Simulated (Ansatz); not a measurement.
A run of Ansatz 0.2.0 is set up as follows.

File input.yaml:

```yaml
crystal:
  lattice:
    - [0.0, 2.72525, 2.72525]
    - [2.72525, 0.0, 2.72525]
    - [2.72525, 2.72525, 0.0]
  atoms:
    - { symbol: Ga, position: [0.0, 0.0, 0.0] }
    - { symbol: P, position: [0.75, 0.75, 0.75] }
kpoints:
  mp_grid: { grid: [8, 8, 8] }
scf:
  occupations: { method: gaussian, width: 0.013 }
hamiltonian:
  xc: pbe
  pseudopotentials: { kind: all_electron, lapw: { basis_error: 0.001 } }
output:
  forces: true
  stress: true
  eigenvalues: true
```

Potentials or basis: all-electron LAPW, scalar-relativistic.

Launch:

```sh
$ ansatz run input.yaml --threads 1 --pin off --max-ram 3072MiB --backend cpu --events-out ev --progress --plain --runs-dir out
```

Task: What does it give for the pressure?

Result: 2.5 GPa.

Task: Predict the band gap on the k mesh.

Result: 1.64 eV, indirect (least direct gap 1.83 eV).

**Measured values to compare with.**

From “Stacking defects in GaP nanowires: Electronic structure and optical properties”, 2018, arxiv:1810.01194, for a bulk crystal of GaP at 10 K: band gap 2.34 eV (indirect).

Measured gap of GaP: 2.34 eV (indirect; 10 K; quoted in “Stacking defects in GaP nanowires: Electronic structure and optical properties”, 2018, arxiv:1810.01194). This calculation gives 1.64 eV (-0.70 eV). Spin-orbit coupling on Ga is left out. The value is that of PBE on a finite k mesh, which can miss the band edges, without temperature or zero-point motion. Semilocal functionals fall short of measured gaps as a rule.
